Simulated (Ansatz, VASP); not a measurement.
SnO: VASP beside Ansatz

```
Sn O
1.0
     0.00000    2.73786    2.73786
     2.73786    0.00000    2.73786
     2.73786    2.73786    0.00000
Sn O
1 1
Cartesian
  4.1068 4.1068 4.1068
  0.0000 0.0000 0.0000
```

Change from the starting cell: species swapped into the BeSe type (F-43m, No. 216).

Alike in both runs: functional PBE; k mesh 6 × 6 × 6; occupations gaussian, width 0.1 eV; no spin polarisation.

Ansatz relaxed the structure, and its values are those at the end. VASP's run is a single point on that final structure, the one shown.

```csv
,VASP,Ansatz
version,VASP 6.6.1,Ansatz 0.2.0
potentials or method,"VASP PAW PBE potentials, release 64 (Sn_d, O)","scalar-relativistic, plane waves, PAW"
plane-wave cutoff (eV),520,420
valence electrons in the cell,20,20
```

```csv
,VASP,Ansatz,Ansatz less VASP
gap on the k mesh at the Fermi level (eV),none,none,-
pressure (GPa),0.2,0.2,-0.01
```

A gap of «none» marks a metal or a gap that the smearing closes.
